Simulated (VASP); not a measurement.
Set up this calculation in VASP 6.6.1, as the native input.

* Task: relaxation of cell and atoms
* Functional: PBE
* Dispersion: D3(BJ)
* Potentials or basis: VASP PAW PBE potentials, release 64 (S, Mo_sv)
* Cutoff: 600 eV
* k mesh: 12 × 12 × 1
* Occupations: gaussian, width 0.03 eV
* Spin: no spin polarisation
* Further INCAR settings: ALGO = Normal; EDIFF = 1e-07; IBRION = 2; EDIFFG = -0.005; NSW = 90; ISIF = 3

The structure of MoS2 lies in POSCAR:

```
MoS2                                    
1.0
    3.1531462914      0.0000000000      0.0000000000
   -1.5765731457      2.7307047857      0.0000000000
    0.0000000000      0.0000000000     21.1302960000
  S               Mo            
     2     1
Direct
     0.3333333300000021    0.6666666699999979    0.4258408315213942
     0.3333333300000021    0.6666666699999979    0.5741591684786056
     0.6666666699999979    0.3333333300000021    0.5000000000000000
```

The input as run:

INCAR

```
  PREC = Accurate
  ENCUT = 600
  EDIFF = 1E-7
  ISMEAR = 0
  SIGMA = 0.03
  LREAL = F
  LASPH = T
  NELM = 80
  ALGO = Normal
  ISIF = 3
  LWAVE = F
  LCHARG = F
  GGA = PE
  IVDW = 12
  IBRION = 2
  NSW = 90
  EDIFFG = -0.005
  LATTICE_CONSTRAINTS = .TRUE. .TRUE. .FALSE.
  KPAR = 8
```

KPOINTS

```
regular mesh
0
Gamma
  12 12 1
```

Potentials or basis: VASP PAW PBE potentials, release 64 (S, Mo_sv).

The run is started by

```sh
$ cat potpaw_PBE.64/S/POTCAR potpaw_PBE.64/Mo_sv/POTCAR > POTCAR
$ mpirun -np 8 vasp_std > vasp.out
```

It gave:

| Property | Result |
| --- | --- |
| Band gap on the k mesh | 1.78 eV, direct |
| Dispersion energy per atom | -0.320 eV |

Caveat: the relaxation stopped at its first step, so nothing moved.

Run time: 100 s on 8 MPI ranks on Intel(R) Xeon(R) Platinum 8175M CPU @ 2.50GHz (Skylake/Cascade Lake) (shared host), peak memory 0.42 GiB a rank.
